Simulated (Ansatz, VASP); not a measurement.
One calculation of ZnCu, two programs

INCAR

```
ALGO = Normal
EDIFF = 1E-8
ENCUT = 520
GGA = PE
ISIF = 2
ISMEAR = -1
LASPH = True
LCHARG = False
LEFG = True
LREAL = False
LWAVE = False
NBANDS = 18
NELM = 100
PREC = Accurate
SIGMA = 0.05
```

The input KPOINTS:

```
k-points
0
Gamma
  14 14 14
```

The input POSCAR:

```
ZnCu
1.0
    2.9450000000      0.0000000000      0.0000000000
    0.0000000000      2.9450000000      0.0000000000
    0.0000000000      0.0000000000      2.9450000000
Zn Cu
1 1
Direct
    0.5000000000      0.5000000000      0.5000000000
    0.0000000000      0.0000000000      0.0000000000
```

Input for Ansatz:

```yaml
crystal:
  lattice:
    - [2.945, 0.0, 0.0]
    - [0.0, 2.945, 0.0]
    - [0.0, 0.0, 2.945]
  atoms:
    - { symbol: Zn, position: [0.5, 0.5, 0.5] }
    - { symbol: Cu, position: [0.0, 0.0, 0.0] }
kpoints:
  mp_grid: { grid: [14, 14, 14] }
  band_path:
    path:
      - [0.0, 0.0, 0.0]
      - [0.0, 0.5, 0.0]
      - [0.5, 0.5, 0.0]
      - [0.0, 0.0, 0.0]
      - [0.5, 0.5, 0.5]
      - [0.0, 0.5, 0.0]
      - [0.5, 0.5, 0.5]
      - [0.5, 0.5, 0.0]
    npoints: 14
scf:
  occupations: { method: fermi_dirac, width: 0.05 }
hamiltonian:
  xc: pbe
  pseudopotentials: { kind: paw }
output:
  forces: true
  stress: true
  eigenvalues: true
  efg: { contact_densities: true }
  populations: true
  bader: true
  dos: { projected: true, de: 0.2, e_range: [-14, 8] }
  write_density: true
  write_potential: true
  elf: true
  volumetric_format: npy
```

Alike in both runs: task electric field gradients; functional PBE; k mesh 14 × 14 × 14; occupations fermi-dirac, width 0.05 eV; no spin polarisation.

```csv
,VASP,Ansatz
version,VASP 6.6.1,Ansatz 0.2.0
potentials or method,"VASP PAW PBE potentials, release 64 (Zn, Cu)","PAW with Ansatz's default frozen-core files, scalar-relativistic"
plane-wave cutoff (eV),520,420
valence electrons in the cell,23,31
```

```tsv
	VASP	Ansatz	Ansatz less VASP
pressure (GPa)	2.8	2.3	-0.56
Vzz of the field gradient on the site that differs most (V/Å²)	0.0	0.0	0.00
```

The two sets of potentials don't hold the same shells in valence.
